Seven cells of face-centred cubic titanium differ only in volume. Anyone who wants the pressure at a volume between two computed ones could simply draw a straight line between them. The table leaves one such gap, at 17.238 Å³/atom. How far can the straight line be trusted there, and does the physics of compression do better?

GPAW 26.7.0 calculations of face-centred cubic titanium at fixed volumes, with the PBEsol functional, PAW data sets and no spin polarisation. The plane-wave cutoff is 600 eV, the k mesh 11 × 11 × 11 for the one-atom cell, and the Fermi–Dirac smearing 0.05 eV; pressure is positive in compression.

```
volume (Å³/atom)  shortest distance (Å)  pressure (GPa)
          14.802                  2.756          16.300
          15.747                  2.813           6.670
          16.234                  2.842           2.640
          16.731                  2.871          -0.950
          17.238                  2.900               ?
          17.755                  2.928          -6.980
          18.820                  2.986         -11.740
```

Volume is given per atom, and the shortest distance is that between nearest neighbours. Positive pressure means that the cell pushes outward, negative pressure that it pulls inward. The calculation is density-functional theory without spin polarisation, for atoms at rest on an ideal lattice. Titanium at ambient conditions is hexagonal, so the table describes another crystal form of the metal and does not show that this form is stable.

**Why the pressure changes sign**

Two large tendencies nearly cancel in a metal. Squeezing the electrons into less space raises their kinetic energy, which pushes the cell outward. Bringing electrons and nuclei closer together lowers the electrostatic and exchange-correlation energy, which pulls it inward. The pressure is the small difference between push and pull.

The energy parts of the same runs show this balance tip. Between 14.802 and 16.731 Å³/atom, the kinetic energy falls by 2.62 eV for each Å³ of expansion, while the other two parts together rise by 2.57 eV, so the push wins. From there to the largest cell the two figures are 1.97 and 2.01 eV, and the pull wins. Both have weakened, but the push has weakened more.

Theory suggests why. In a uniform electron gas the kinetic energy per electron varies as the inverse square of length, whereas its exchange energy, and the electrostatic energy of point ions embedded in it, vary only as the inverse of length. The kinetic part therefore reacts more sharply to a change of volume. Titanium with its d electrons is no uniform gas, so this argument supports the direction of the trend and not its size.

**Why a straight line is not enough**

The balance between push and pull tips ever more slowly as the metal expands, and this makes the metal softer. The electron-gas picture leads one to expect this near the point of balance: the push varies more steeply with length than the pull, and its slope also dies away faster as the length grows. The bulk modulus K measures the resistance to a change of volume: it is the drop in pressure divided by the relative increase in volume. Taken from neighbouring known rows, it falls from 156 GPa at the compressed end to 82 GPa at the expanded end. Equal steps of volume thus cost less and less pressure, and the curve of pressure against volume sags below any straight line drawn between two of its points.

The line between the two neighbours of the gap gives −3.94 GPa. The true curve should lie lower, and the softening tells by how much. K is 119 GPa for the step from 16.234 to 16.731 Å³/atom and 101.5 GPa for the step from 16.731 to 17.755 Å³/atom. The step into the gap has its midpoint about two thirds of the way from the midpoint of the first step to that of the second, so

K ≈ 119 − 0.66 × (119 − 101.5) ≈ 107.5 GPa

P ≈ −0.95 − 107.5 × ln(17.238/16.731) ≈ −4.16 GPa

where P is the pressure and ln the natural logarithm. This estimate uses only known rows close to the gap.

**The forecast**

A formula for the whole curve can be written without the electron-gas picture, whose inverse-length term it lacks. The energy E is written as a series in the inverse square of length, that is, in powers of V^(−2/3), where V is the volume:

E = a + b V^(−2/3) + c V^(−4/3) + d V^(−2)

The pressure is minus the slope of the energy, P = −dE/dV, which gives

P = (2/3) b V^(−5/3) + (4/3) c V^(−7/3) + 2 d V^(−3)

This is the third-order Birch–Murnaghan equation. Its three constants were fitted to the six known pressures. They trade against each other, so none of them stands for a separate force.

The forecast is the model's own value, −4.16 GPa, with an error bar of ±0.05 GPa. It is negative, lies between its neighbours and is roughly 0.2 GPa below the straight line. The bar allows for the choice of formula and for small jumps caused by the finite plane-wave set and k mesh. A Murnaghan equation, in which K varies linearly with pressure, gives −4.13 GPa and so stays inside it.

The model was also rehearsed on the row at 16.234 Å³/atom, which lies almost as far on the compressed side of 16.731 as the gap lies on the expanded side. Fitted without that row, it predicted the pressure there to within 0.01 GPa. When each known row is left out in turn, the typical error is larger, about 0.06 GPa. That test includes the two end rows, where the model must extrapolate, whereas the gap has neighbours on both sides.

The withheld rows as computed:

```
volume (Å³/atom)  shortest distance (Å)  pressure (GPa)
          17.238                  2.900          -4.140
```

**What the hit shows**

The computed pressure is −4.14 GPa. The model is 0.02 GPa too low, well inside its error bar and about the size of its largest misfit among the known rows, so this miss needs no cause of its own. The estimate from neighbouring values of K gave the same forecast, so the success rests on the softening and not on one particular formula. The straight line misses by 0.20 GPa, ten times as much as the model.

The new row also confirms the softening on which the forecast rests. It splits the old step in two, with a K of 107 GPa before it and 96 GPa after it, both in their proper place in the falling sequence. For a metal that softens smoothly on expansion, a straight line between two computed volumes therefore gives too high a pressure. The agreement supports a smooth curve; it does not prove the electron-gas argument behind it.

**What the printed pressure leaves out**

A good interpolation inherits any error that all the rows share. The slope of the computed energies gives a pressure about 1.0 GPa above the printed one at the compressed end and about 0.9 GPa above it at the expanded end. The likely reason is Pulay stress: the set of plane waves changes with the cell, and the printed stress does not account for this. A test with a higher plane-wave cutoff would settle the matter, but there is none here.

This matters for anyone who reads an equilibrium volume from the table. The printed pressure crosses zero near 16.60 Å³/atom, yet the energy is lowest close to the 16.731 cell, whose −0.95 GPa is almost wholly offset. The forecast succeeded because the offset varies slowly and so passes into the fitted curve. It is a forecast of the printed pressure, and an absolute pressure would need the correction first. The analysis printed below lists the fits and the differences used here.

Printed output of the fit:

```
Bulk modulus between 14.802 and 15.747, GPa: 155.6
Bulk modulus between 16.234 and 16.731, GPa: 119
Bulk modulus between 16.731 and 17.755, GPa: 101.5
Bulk modulus between 17.755 and 18.820, GPa: 81.71
Straight-line estimate for the withheld row, GPa: -3.936
fit of pressure on 5 rows ((vol < 16) | (vol > 16.5)): coefficient of y**(-5/3) -230 +/- 3.8, coefficient of y**(-7/3) 285.9 +/- 7.5, coefficient of y**(-3) -56.88 +/- 3.7; rms 0.0141, worst 15.747 0.0201, leave-one-out rms 0.0635
  rows outside the fit (model, value, miss): 16.234 2.647, 2.64, 0.00679; 17.238 -4.159, -4.14, -0.0186
fit of pressure on 6 rows: coefficient of y**(-5/3) -229.6 +/- 2.8, coefficient of y**(-7/3) 285.1 +/- 5.6, coefficient of y**(-3) -56.48 +/- 2.7; rms 0.0131, worst 17.755 -0.0196, leave-one-out rms 0.0568
  rows outside the fit (model, value, miss): 17.238 -4.16, -4.14, -0.0203
fit of pressure on 6 rows: constant -32.45 +/- 0.026, coefficient of y**(-s) 31.5 +/- 0.024, s 3.567; rms 0.0119, worst 17.755 0.0171, leave-one-out rms 0.0422
  rows outside the fit (model, value, miss): 17.238 -4.13, -4.14, 0.01
Computed withheld pressure less straight-line estimate, GPa: -0.2044
Bulk modulus between 16.731 and 17.238 after the reveal, GPa: 106.9
Bulk modulus between 17.238 and 17.755 after the reveal, GPa: 96.11
Pressure from energy slope less printed pressure, 14.802 to 15.747, GPa: 1.004
Pressure from energy slope less printed pressure, 16.234 to 16.731, GPa: 0.9666
Pressure from energy slope less printed pressure, 17.755 to 18.820, GPa: 0.8679
Volume where the printed pressure crosses zero, cubic angstrom per atom: 16.6
Fall of kinetic energy per volume, 14.802 to 16.731, eV per cubic angstrom: 2.622
Rise of Coulomb plus exchange-correlation energy per volume, 14.802 to 16.731, eV per cubic angstrom: 2.568
Fall of kinetic energy per volume, 16.731 to 18.820, eV per cubic angstrom: 1.974
Rise of Coulomb plus exchange-correlation energy per volume, 16.731 to 18.820, eV per cubic angstrom: 2.011
```
